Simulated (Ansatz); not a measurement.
# Na (simple hexagonal type): the cost of one run

Method: DFT, PBE, PAW with Ansatz's default frozen-core files, scalar-relativistic, in Ansatz 0.2.0.

1 further run of the same task is left out (it didn't finish).

## 1. The structure to begin with

Symmetry: P6/mmm, No. 191, hexagonal system. The conventional cell has a = 3.615 Å, b = 3.615 Å, c = 3.398 Å, α = 90.00°, β = 90.00°, γ = 120.00°. Na (site symmetry 6/mmm) has 8 Na at 3.40 to 3.61 Å as nearest neighbours.

As a file:

```cif
data_structure
_symmetry_space_group_name_H-M 'P 1'
_symmetry_Int_Tables_number 1
_cell_length_a 3.6147
_cell_length_b 3.6147
_cell_length_c 3.3978
_cell_angle_alpha 90.000
_cell_angle_beta 90.000
_cell_angle_gamma 120.000
_cell_volume 38.45
loop_
_atom_site_label
_atom_site_type_symbol
_atom_site_fract_x
_atom_site_fract_y
_atom_site_fract_z
_atom_site_occupancy
Na1 Na 0.00000 0.00000 0.00000 1
```

Whether this phase is the stable one at these pressures isn't tested.

## 2. Cell relaxed at zero pressure, PAW

File input.yaml:

```yaml
crystal:
  lattice:
    - [3.6146556995, 0.0, 0.0]
    - [-1.8073278498, 3.1303836617, 0.0]
    - [0.0, 0.0, 3.3977763575]
  atoms:
    - { symbol: Na, position: [0.0, 0.0, 0.0] }
kpoints:
  mp_grid: { grid: [13, 13, 12] }
scf:
  occupations: { method: fermi_dirac, width: 0.08 }
hamiltonian:
  xc: pbe
  pseudopotentials: { kind: paw }
output:
  forces: true
  stress: true
relax:
  f_tol: 0.005
  max_steps: 40
  cell: {}
```

On the command line:

```
ansatz run input.yaml --threads 1 --pin off --max-ram 2048MiB --backend cpu --events-out ev --progress --plain --runs-dir out
```

What time and memory should one allow on 1 thread of Intel Xeon Platinum 8259CL at 2.50GHz (Skylake/Cascade Lake), shared host?

About 7.3 s, with a peak of 0.36 GiB.
